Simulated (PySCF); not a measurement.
Dipole moment and polarisability across levels of theory

C2H4O2.
Cartesian coordinates in Å at the PBE0-D3(BJ)/def2-SVP level; atoms count from 1:
```xyz
8
C2H4O2 angstrom
C     -0.9208   -0.0342   -0.2721
C      0.4673    0.2969    0.1869
O      0.8456    1.3774    0.5529
O      1.2717   -0.7780    0.1640
H     -1.4161   -0.6533    0.4915
H     -1.4895    0.8908   -0.4158
H     -0.8914   -0.6217   -1.2000
H      2.1332   -0.4778    0.4926
```

PySCF, dipoles from the SCF density, polarisabilities from static response with core orbitals frozen. The structure is a single PBE0-D3(BJ)/def2-SVP conformer in the gas phase; no vibrational or solvent corrections.

Reference polarisability: 5.149 Å³ (measured, gas; NIST CCCBDB Release 22 (SRD 101), experimental polarizabilities). The anisotropy is √(½[(α1 − α2)² + (α2 − α3)² + (α3 − α1)²]).

| level | μ (D) | α (Å³) | error (%) | anisotropy (Å³) |
| --- | --- | --- | --- | --- |
| LDA/def2-SVPD | 1.788 | 5.28 | +2.5 | 1.84 |
| PBE/def2-SVPD | 1.748 | 5.25 | +1.9 | 1.85 |
| B3LYP/def2-SVPD | 1.800 | 5.04 | -2.1 | 1.70 |
| PBE0/def2-SVPD | 1.804 | 4.97 | -3.5 | 1.66 |
| BHandHLYP/def2-SVPD | 1.873 | 4.79 | -6.9 | 1.54 |
| CAM-B3LYP/def2-SVPD | 1.826 | 4.97 | -3.6 | 1.62 |
| wB97X-D/def2-SVPD | 1.829 | 4.95 | -3.9 | 1.60 |
| LC-wPBE/def2-SVPD | 1.810 | 4.86 | -5.7 | 1.56 |
| HF/def2-SVPD | 1.995 | 4.54 | -11.9 | 1.37 |
| PBE0/6-31G* | 1.599 | 3.88 | -24.7 | 1.66 |
| PBE0/def2-SVP | 1.647 | 3.93 | -23.7 | 1.62 |
| PBE0/6-31+G* | 1.741 | 4.56 | -11.5 | 1.74 |
| PBE0/aug-cc-pVDZ | 1.796 | 5.03 | -2.2 | 1.74 |
| PBE0/def2-TZVP | 1.745 | 4.61 | -10.4 | 1.67 |
| PBE0/def2-TZVPD | 1.797 | 5.06 | -1.8 | 1.71 |
| PBE0/aug-cc-pVTZ | 1.798 | 5.07 | -1.5 | 1.72 |

For the polarisability, the smallest error is 1.5% (PBE0/aug-cc-pVTZ) and the largest 24.7% (PBE0/6-31G*). The dipole runs from 1.60 D (PBE0/6-31G*) to 2.00 D (HF/def2-SVPD). In one basis (def2-SVPD) the functionals order the polarisability from HF (lowest) to LDA (highest), a spread of 16%. With PBE0 the polarisability is 4.14 Å³ without diffuse functions (mean of 6-31G*, def2-SVP and def2-TZVP) and 4.94 Å³ with them (mean of 6-31+G*, def2-SVPD, aug-cc-pVDZ, def2-TZVPD and aug-cc-pVTZ). Measured values can belong to vibrating molecules and may average over conformers; the computed ones are for one fixed geometry.
